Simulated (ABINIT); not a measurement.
BaTiO3:

```
Ba Ti O
1.0
     2.82737    1.63238    2.31839
    -2.82737    1.63238    2.31839
     0.00000   -3.26476    2.31839
Ba Ti O
1 1 3
Direct
  0.00000 0.00000 0.00000
  0.48450 0.48450 0.48450
  0.50860 0.01750 0.50860
  0.01750 0.50860 0.50860
  0.50860 0.50860 0.01750
```

Base run:

- Program: ABINIT 10.8.3 (patched build)
- Functional: PBE
- Potentials or basis: JTH PAW PBE v2.0
- Cutoff: 626 eV
- k mesh: 7 × 7 × 7
- Occupations: fermi-dirac, width 0.05 eV
- Spin: no spin polarisation

Its results: band gap on the k mesh 2.46 eV, indirect (least direct gap 2.79 eV); pressure 6.3 GPa; largest force 0.191 eV/Å.

**Question.** The run is repeated on the same cell with these changes: functional from PBE to PBEsol. What comes out?

**Answer.** Band gap on the k mesh 2.41 eV, indirect (least direct gap 2.74 eV); pressure 0.2 GPa; largest force 0.150 eV/Å.

PBEsol binds more tightly than PBE, so the same cell stands under less pressure.

Caveats: this set's barium file shifts pressures by 1.5 GPa and gaps by 0.1 eV against other sets; spin-orbit coupling is left out, which moves the levels of the heavy elements; the atomic spheres overlap; an odd mesh through Γ misses points on the zone boundary, where band edges often lie (some runs); the PAW data sets were made with another functional, which shifts forces and pressure a little (some runs).
